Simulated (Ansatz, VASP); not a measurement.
# Cross-check of Si31Se (substitutional Se in Si) between VASP and Ansatz, part 2 of 2

One calculation is typed for both programs; each brings its own data sets. How far apart do they land? The cell is taken from a series of runs on this material, whose earlier steps may have relaxed, scaled, displaced or heated it; both programs get it as it stands.

VASP 6.6.1 and Ansatz 0.2.0.

So far: Set-up; Ansatz: single point, HSE06.

In doubt: the hybrid run may have settled on a false gap or state (step 2), so the values of those runs are not to be relied on; a hybrid run on one k-point (step 2), which bears on gaps, levels and energies.

### 3. VASP: single point, HSE06

Level of this step: HSE06, spin-polarised from a ferromagnetic start; plane waves and PAW (Si, Se) (VASP).

The same cell, functional, mesh and smearing now go to VASP, with its own data sets.

Lines of VASP's logs that name or quote its potential files are left out, and so is its time.

The run reads the wave functions of an earlier VASP run, which isn't shown here.

Contents of INCAR:

```
SYSTEM = Si31Se
PREC = Accurate
ENCUT = 400
EDIFF = 1E-06
NELM = 100
ISMEAR = -1
SIGMA = 0.01
LREAL = Auto
ALGO = Normal
LHFCALC = .TRUE.
AEXX = 0.25
GGA = PE
HFSCREEN = 0.208
LASPH = .TRUE.
NELECT = 129
NBANDS = 86
ISPIN = 2
MAGMOM = 0.01 -0 0.01 -0 -0 -0 -0 -0 0.01 -0 -0 -0 -0 -0 -0 0 0 0 0 0 0 0.04 0 0 0.04 0.04 0 0 0 0 0.04 0.02
PRECFOCK = Fast
LORBIT = 11
LWAVE = .FALSE.
LCHARG = .FALSE.
ISIF = 2
NUPDOWN = 1
```

Contents of POSCAR:

```
Si31Se
1.0
   -5.4697832448      5.4697832448      5.4697832448
    5.4697832448     -5.4697832448      5.4697832448
    5.4697832448      5.4697832448     -5.4697832448
Si Se
31 1
Direct
    0.9996177593      0.0000825580      0.5005532290
    0.9970933402      0.2463746332      0.2468665488
    0.9996980364      0.5001323783      0.0006259247
    0.0023185145      0.7489356200      0.7494963914
    0.2459065773      0.9974306152      0.2467852750
    0.2459107960      0.2463136217      0.9978727669
    0.2507431144      0.5000772102      0.7543405401
    0.2505756327      0.7538724782      0.5005765301
    0.4996480272      0.0001034936      0.0005259492
    0.4996443800      0.2511729140      0.7543638301
    0.4995878241      0.7539026499      0.2515433746
    0.7486202534      0.0028720538      0.7495392010
    0.7534465334      0.2511174274      0.5005431707
    0.7533993776      0.4999615694      0.2515967605
    0.7486211844      0.7489775555      0.0032553206
    0.9992991783      0.9997161127      0.2510593808
    0.9993443872      0.2506261978      0.0002424989
    0.0000303413      0.5000314013      0.7514400401
    0.9998517111      0.7509012056      0.5005464309
    0.2501245724      0.9996760676      0.0001490100
    0.2487696528      0.2492095273      0.7500583781
    0.2325491124      0.5001852146      0.5006211772
    0.2487964125      0.7496587150      0.2497833263
    0.4996213822      0.0004316728      0.7513696533
    0.4997000476      0.2328975569      0.5006182462
    0.4996857193      0.5001683197      0.2332864281
    0.4996914276      0.7509735562      0.0008691206
    0.7504683965      0.0003966054      0.5005446085
    0.7492160644      0.2491438930      0.2496811813
    0.7505198528      0.5000521740      0.0009461181
    0.7669069465      0.7673631869      0.7677970141
    0.4997614001      0.5001817647      0.5005902044
```

Contents of KPOINTS:

```
Automatic mesh
0
Gamma
1 1 1
0 0 0
```

PAW data sets: Si and Se (PBE family, release 64).

Command:

```sh
> export OMP_NUM_THREADS=3
> mpirun -np 1 vasp_gam
```

Numbers of over 12 decimals in the logs are rounded to 6 here.

The log of the run:

```text
[banner, memory and clock lines left out]
running    1 mpi-ranks, on    1 nodes
[...]
Offloading initialized ...    1 GPUs detected
[...]
LDA part: xc-table for (Slater+PW92), standard interpolation
 found WAVECAR, reading the header
 POSCAR, INCAR and KPOINTS ok, starting setup
[...]
reading WAVECAR
 the WAVECAR file was read successfully
 initial charge from wavefunction
 entering main loop
       N       E                     dE             d eps       ncg     rms          rms(c)
DAV:   1    -0.200832836494E+03   -0.20083E+03   -0.60778E+00   344   0.759E+00    0.136E+01
DAV:   2    -0.200875775166E+03   -0.42939E-01   -0.13742E-01   380   0.110E+00    0.878E+00
DAV:   3    -0.200868379703E+03    0.73955E-02   -0.69252E-03   388   0.221E-01    0.524E+00
DAV:   4    -0.200865222663E+03    0.31570E-02   -0.14093E-03   380   0.983E-02    0.303E+00
[...]
DAV:   9    -0.200863576521E+03    0.10024E-04   -0.48570E-06   328   0.592E-03    0.180E-01
DAV:  10    -0.200863574650E+03    0.18715E-05   -0.15879E-06   172   0.351E-03    0.104E-01
DAV:  11    -0.200863574958E+03   -0.30771E-06   -0.77358E-07   172   0.251E-03
   1 F= -.20086357E+03 E0= -.20086357E+03  d E =-.534338E-11  mag=     1.0000
```

Parts of OUTCAR (step 3):

```text
  Total      -13.0023322    -13.0034025    -13.0048193     -0.0242448     -0.0416811     -0.0264097
  in kB      -31.8244933    -31.8271131    -31.8305807     -0.0593415     -0.1020186     -0.0646403
  external PRESSURE =     -31.8273957 kB  Pullay stress =       0.0000000 kB

 POSITION                                       TOTAL-FORCE (eV/Angst)
 -----------------------------------------------------------------------------------
     -2.72932      8.20516      2.73023         0.000033     -0.000115     -0.001643
     -2.75596      5.45658      5.45119         0.044190     -0.007743     -0.006948
     -2.72909      2.73594      8.20032        -0.000464     -0.000072     -0.001184
      8.18342      0.01575      0.00961         0.045335      0.003559      0.008166
      5.46054     -2.76081      5.45092        -0.003746      0.048499     -0.005507
      5.46035      5.45594     -2.76579        -0.005300     -0.006634      0.046563
      5.48988      2.76228     -0.01925         0.003837     -0.047450     -0.001569
      5.49097     -0.01488      2.75607         0.001215     -0.001016     -0.041150
     -2.72952      2.73528      2.73066        -0.002411      0.001737     -0.000401
      2.76712      5.48529     -0.01940        -0.049782      0.004391     -0.003630
      2.76693     -0.01516      5.48043        -0.046998      0.000648      0.004846
      0.02074      8.17890      0.01068         0.001179      0.046337      0.002697
     -0.00977      5.48549      2.75688        -0.003553      0.005377     -0.046875
     -0.01007      2.76243      5.47943        -0.002093     -0.048747      0.008258
[...]
-----------------------------------------------------------------------------------
    total drift:                                0.029829      0.004407     -0.021594

  FREE ENERGIE OF THE ION-ELECTRON SYSTEM (eV)
  ---------------------------------------------------
  free  energy   TOTEN  =      -200.8635749575 eV

  energy  without entropy=     -200.8635749575  energy(sigma->0) =     -200.86357496

 magnetization (x)
# of ion       s       p       d       tot
------------------------------------------
    1        0.014  -0.001   0.000   0.013
    2       -0.001  -0.003   0.000  -0.004
    3        0.014  -0.001   0.000   0.013
    4       -0.001  -0.003   0.000  -0.004
    5       -0.001  -0.003   0.000  -0.004
    6       -0.001  -0.003   0.000  -0.004
    7       -0.001  -0.003   0.000  -0.004
    8       -0.001  -0.003   0.000  -0.004
    9        0.014  -0.001   0.000   0.013
   10       -0.001  -0.003   0.000  -0.004
   11       -0.001  -0.003   0.000  -0.004
   12       -0.001  -0.003   0.000  -0.004
   13       -0.001  -0.003   0.000  -0.004
[...]
--------------------------------------------------
tot          0.087   0.108   0.001   0.196

[... 3 further parts left out ...]
[key lines of the parts left out:]
E-fermi :   5.4174
```

The run ends at a pressure of -3.18 GPa, with forces up to 0.43 eV/Å.

### 4. Comparison

Known differences besides the potentials themselves: exact exchange at q = 0 is treated differently, which shows on coarse meshes; VASP keeps PBE cores, Ansatz makes them for the functional; the cutoff is 420 eV in Ansatz and 400 eV in VASP (PREC = Accurate, projectors in real space); VASP takes a coarser grid for exact exchange (PRECFOCK = Fast). Total energies have different zeros and are not compared.

Both answers:

| quantity | Ansatz | VASP | difference |
| --- | --- | --- | --- |
| total moment, fixed by the input (μB) | 1.00 | 1.00 | 0.00 |

Forces on 8 of the 32 atoms, those with the largest forces and the largest differences (eV/Å; atoms numbered as in POSCAR):

| atom | Ansatz x, y, z | VASP x, y, z |
| --- | --- | --- |
| Si16 | -0.155, -0.153, 0.097 | -0.156, -0.154, 0.097 |
| Si18 | -0.154, -0.097, 0.155 | -0.155, -0.097, 0.156 |
| Si19 | -0.157, 0.157, -0.094 | -0.156, 0.157, -0.093 |
| Si22 | 0.242, -0.243, -0.247 | 0.245, -0.246, -0.250 |
| Si25 | -0.246, 0.241, -0.243 | -0.250, 0.245, -0.246 |
| Si26 | -0.247, -0.242, 0.239 | -0.252, -0.248, 0.244 |
| Si31 | 0.244, 0.245, 0.241 | 0.247, 0.249, 0.244 |
| Se32 | 0.001, -0.002, 0.000 | 0.014, 0.000, -0.008 |

The forces differ by 2.3 meV/Å r.m.s., which is 1.9 % of the r.m.s. force of 0.123 eV/Å (both taken over all components). The cell carries a charge of +1 e against a uniform background, so its pressure also hangs on how the neutralising background is counted, and in a defect's cell a gap may be the spacing between its levels.

### 5. Results

```
r.m.s. force difference (single point, HSE06) : 2.3 meV/Å
```

What this shows: The r.m.s. force difference is 2.3 meV/Å (single point, HSE06), within the 12 meV/Å picked in this series as the mark of a large difference. The data sets hold unlike numbers of valence electrons (139 in Ansatz and 129 in VASP), so part of the differences comes from the potentials. How closely two codes agree says nothing of how well the functional describes the real material.

[Lines on the potential files, build, host, timing and source positions are cut from VASP's logs without a mark.]

[Logs are printed without paths, hosts, clocks, repeated set-up lines and the standing remarks that a program may print on its own settings, such as how far it seeks lower states.]

[Hosts, paths, dates, database ids (printed as entryN), source tags and the programs' standing remarks are cut or masked in the printed files.]
